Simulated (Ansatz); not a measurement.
# Os under changes of volume

One of the cells (14.716 Å³/atom); the others are scaled copies at fixed shape and fractional positions:

```
Os
1.0
     0.00000    1.94500    1.94500
     1.94500    0.00000    1.94500
     1.94500    1.94500    0.00000
Os
1
Cartesian
  0.0000 0.0000 0.0000
```

This isn't the form of Os at room conditions, which is hcp.

| Property | Result |
| --- | --- |
| Program | Ansatz 0.2.0 |
| Functional | PBE |
| Potentials or basis | Ansatz PAW |
| Cutoff | 420 eV (not typed: the program's choice for these potentials) |
| k mesh | 12 × 12 × 12 |
| Occupations | fermi-dirac, width 0.05 eV |
| Spin | no spin polarisation |

| volume (Å³/atom) | energy over the lowest point (meV/atom) | pressure (GPa) |
| --- | --- | --- |
| 13.833 | 20.46 | 14.6 |
| 14.127 | 2.26 | 5.4 |
| 14.422 | 0.00 | -2.7 |
| 14.716 | ? | ? |
| 15.010 | 36.37 | -16.4 |
| 15.305 | 71.98 | -22.1 |
| 15.599 | 117.44 | -27.2 |

Problem. What does the run at 14.716 Å³/atom give?

Solution. Energy over the lowest point 11.90 meV/atom; pressure -10.0 GPa.

Worked out: A Birch-Murnaghan fit of order 3 (a polynomial in V^(-2/3)) to the other rows has its minimum at 14.32 Å³/atom with B0 = V·E''(V) = 391 GPa and B' = 4.8. It gives 11.91 meV/atom at 14.716 Å³/atom, against the run's 11.90, and -dE/dV = -10.0 GPa, against -10.0.

Energies are extrapolated to zero smearing.
